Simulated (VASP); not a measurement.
Write the native input for VASP 6.6.1 that does the following.

- Task: relaxation of shape and atoms at fixed volume
- Functional: PBE
- Potentials or basis: VASP PAW PBE potentials, release 64 (Si)
- Cutoff: 300 eV
- k mesh: 9 × 9 × 8
- Occupations: methfessel-paxton, width 0.1 eV
- Spin: no spin polarisation
- Further INCAR settings: ALGO = Normal; EDIFF = 1e-07; IBRION = 2; EDIFFG = -0.01; NSW = 40; ISIF = 4

The structure of Si lies in POSCAR:

```
Si                                      
1.0
    2.6820990637      0.0000000000      0.0000000000
   -1.3410495320      2.3227659247      0.0000000000
    0.0000000000      0.0000000000      2.5477053800
  Si            
     1
Direct
     0.0000000000000000    0.0000000000000000    0.0000000000000000
```

This isn't the form of Si at room conditions, which is diamond.

The cell isn't the ideal one: a relaxed cell with its volume scaled by 1.06.

One way to write it, as run:

INCAR

```
PREC = Accurate
ENCUT = 300
EDIFF = 1E-7
ISMEAR = 1
SIGMA = 0.1
LREAL = F
LASPH = T
NELM = 80
ALGO = Normal
ISIF = 4
LWAVE = F
LCHARG = F
GGA = PE
IBRION = 2
NSW = 40
EDIFFG = -0.01
```

KPOINTS

```
regular mesh
0
Gamma
  9 9 8
```

Potentials or basis: VASP PAW PBE potentials, release 64 (Si).

Command:

```console
$ cat potpaw_PBE.64/Si/POTCAR > POTCAR
$ mpirun -np 1 vasp_std > vasp.out
```

Results of the run:

```yaml
Energy_gained_by_relaxing: 0.0 meV/atom
Ionic_steps: 2
Pressure_after_relaxing: -5.9 GPa
Band_gap_on_the_k_mesh: none (metal or under the smearing width)
```

Caveat: the cutoff is under 1.25 times the usual one of these potentials, so pressure, stress and relaxed cells hold a basis-set (Pulay) error.

Wall time 3.6 s on 1 thread of Intel(R) Xeon(R) Platinum 8488C (Sapphire Rapids), on a shared host, peak memory 0.1 GiB.
